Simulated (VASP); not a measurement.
Set up this calculation in VASP 6.6.1, as the native input.

```yaml
Task: relaxation of cell and atoms
Functional: AM05
Potentials_or_basis: VASP PAW PBE potentials, release 64 (Ir)
Cutoff: 600 eV
k_mesh: 16 × 16 × 16
Occupations: methfessel-paxton, width 0.1 eV
Spin: no spin polarisation
Further_INCAR_settings: ALGO = Normal; EDIFF = 1e-06; IBRION = 2; EDIFFG = -0.01; NSW = 90; ISIF = 3
```

The structure of Ir lies in POSCAR:

```
Ir
1.0
    0.0000000000      1.9156000000      1.9156000000
    1.9156000000      0.0000000000      1.9156000000
    1.9156000000      1.9156000000      0.0000000000
Ir
1
Direct
    0.0000000000      0.0000000000      0.0000000000
```

These files were run (other wordings do the same):

INCAR

```
SYSTEM = Ir
  PREC = Accurate
  ENCUT = 600
  EDIFF = 1E-6
  ISMEAR = 1
  SIGMA = 0.1
  LREAL = .False.
  LASPH = .True.
  NELM = 80
  ALGO = Normal
  ISIF = 3
  LWAVE = .False.
  LCHARG = .False.
  GGA = AM
  IBRION = 2
  NSW = 90
  EDIFFG = -0.01
```

KPOINTS

```
Automatic mesh
0
Gamma
  16 16 16
  0 0 0
```

Potentials or basis: VASP PAW PBE potentials, release 64 (Ir).

Command:

```sh
$ cat potpaw_PBE.64/Ir/POTCAR > POTCAR
$ mpirun -np 1 vasp_std > vasp.out
```

Results of the run:

| Item | Value |
| --- | --- |
| Relaxed volume | 13.99 Å³/atom |
| Relaxed cell | a = 2.704 Å, b = 2.704 Å, c = 2.704 Å, α = 60.00°, β = 60.00°, γ = 60.00° |
| Space group after relaxing (to 0.05 Å) | Fm-3m (No. 225) |
| Energy gained by relaxing | 0.5 meV/atom |
| Ionic steps | 3 |
| Pressure after relaxing | 0.0 GPa |
| Band gap on the k mesh | none (metal or under the smearing width) |

Caveat: the PAW data sets were made with another functional, which shifts forces and pressure a little.

Run time: 23 s on 1 thread of Intel(R) Xeon(R) Platinum 8488C (Sapphire Rapids) (shared host), peak memory 0.16 GiB.
